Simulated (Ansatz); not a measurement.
C:

```
C
1.0
     1.22805   -2.12706    0.00000
     1.22805    2.12706    0.00000
     0.00000    0.00000    7.17327
C
4
Direct
  0.91662 0.08338 0.75314
  0.41662 0.58338 0.24686
  0.08338 0.91662 0.24686
  0.58338 0.41662 0.75314
```

This is a stacking variant of graphite.

- Program: Ansatz 0.2.0
- Task: relaxation of cell and atoms
- Functional: HSE06
- Potentials or basis: Ansatz PAW
- Cutoff: 420 eV (not typed: the program's choice for these potentials)
- k mesh: 8 × 8 × 2
- Occupations: fermi-dirac, width 0.05 eV
- Spin: no spin polarisation

At the start: volume 9.37 Å³/atom.

Problem. How do energy, volume and symmetry change on relaxing?

Solution. It ends after 19 steps and the volume is 10.70 Å³/atom (+14.2 %); space group Fmmm (No. 69, to 0.05 Å).

Step by step:
```csv
step,energy change (eV),largest force (eV/Å),volume (Å³)
1,0.0000,0.0502,37.48
2,-0.0037,0.0253,38.35
3,-0.0047,0.0124,38.07
4,-0.0039,0.0030,39.37
5,-0.0052,0.0003,39.01
6,-0.0128,0.0003,39.01
7,-0.0124,0.0017,39.82
8,-0.0105,0.0007,40.52
9,-0.0168,0.0007,40.52
10,-0.0156,0.0001,41.18
11,-0.0148,0.0002,41.46
12,-0.0182,0.0001,41.46
13,-0.0174,0.0003,41.88
14,-0.0171,0.0002,42.00
15,-0.0184,0.0002,42.00
16,-0.0174,0.0000,42.38
17,-0.0189,0.0000,42.38
18,-0.0178,0.0001,42.80
19,-0.0189,0.0001,42.80
```

Final structure:
```cif
data_structure
_symmetry_space_group_name_H-M 'P 1'
_symmetry_Int_Tables_number 1
_cell_length_a 2.4497
_cell_length_b 2.4497
_cell_length_c 8.2355
_cell_angle_alpha 90.000
_cell_angle_beta 90.000
_cell_angle_gamma 120.000
_cell_volume 42.80
loop_
_atom_site_label
_atom_site_type_symbol
_atom_site_fract_x
_atom_site_fract_y
_atom_site_fract_z
_atom_site_occupancy
C1 C 0.91668 0.08332 0.74996 1
C2 C 0.41668 0.58332 0.25004 1
C3 C 0.08332 0.91668 0.25004 1
C4 C 0.58332 0.41668 0.74996 1
```

Caveat: the k mesh is coarse (spacing up to 0.44 Å⁻¹), so the values aren't converged, least of all with exact exchange; the plane-wave basis is chosen anew once the cell has moved, so the energies of steps on either side of that aren't comparable; the pressure holds a Pulay correction of +0.4 GPa for the finite cutoff; this functional lacks dispersion, which binds the layers, so the pressure and a relaxed spacing across them are unreliable; the PAW data sets come from PBE, with cores solved anew for the run's functional, which leaves a small shift of forces and pressure.
